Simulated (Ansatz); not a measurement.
In doubt: masses and optical values from hybrid runs of this build are listed as unsure (in some of the runs), which bears on the screening that GW takes from such a start.

System: Te2Mo (layers cut from the bulk crystal).

The cell holds 3 atoms: 2 Te and 1 Mo. Cell: a = 3.444 Å, b = 3.444 Å, c = 30.500 Å, α = 90.0°, β = 90.0°, γ = 120.0°. It derives from Te2Mo. Vacuum lies along c.

```xyz
3
Lattice="3.4442 0.0000 0.0000 -1.7221 2.9828 0.0000 0.0000 0.0000 30.5000" Properties=species:S:1:pos:R:3
Te    0.0000    1.9885   13.4343
Mo    1.7221    0.9943   15.2500
Te    0.0000    1.9885   17.0657
```

The structure was relaxed with PBEsol-D3(BJ). The runs that relaxed it are not among those shown. Spin-orbit coupling is left out unless a run names it. PAW set soft_2, made with PBE.

Gaps computed with Ansatz 0.2.0 without a self-energy: HSE06 1.73 eV and r2SCAN 1.38 eV.

Estimate the G0W0@HSE06 gap with 9×9×1 mesh, 330 empty bands, screening to 60 eV, default PAW files.

About 1.96 eV: on its mesh the run moves the gap from 1.77 eV by +0.23 eV, and the mesh misses the edges by 0.04 eV. Among the scalar-relativistic levels given, HSE06 is nearest (−0.23 eV). Bands and cutoff are finite, so the gap is not at the basis limit. The miss can reach some tenths of an eV and take either sign; the mesh is an error of its own. The mesh in the plane is coarse for a sheet; gap and any exciton binding can still move on denser ones. The many-body steps are scalar-relativistic: spin-orbit coupling is not in them.

[Paths, hosts, dates, memory and timing lines, banners, echoed tables and standing remarks are left out of the program output.]

[Logs are printed without paths, hosts, clocks, repeated set-up lines and the standing remarks that a program may print on its own settings, such as how far it seeks lower states.]

[Runs of the session that timed out or met a known fault of the program may be left out.]

[Cells called generated may have been cut or substituted from an entry of the Crystallography Open Database or the Materials Project.]

[Hosts, paths, dates, database ids (printed as entryN), source tags and the programs' standing remarks are cut or masked in the printed files.]
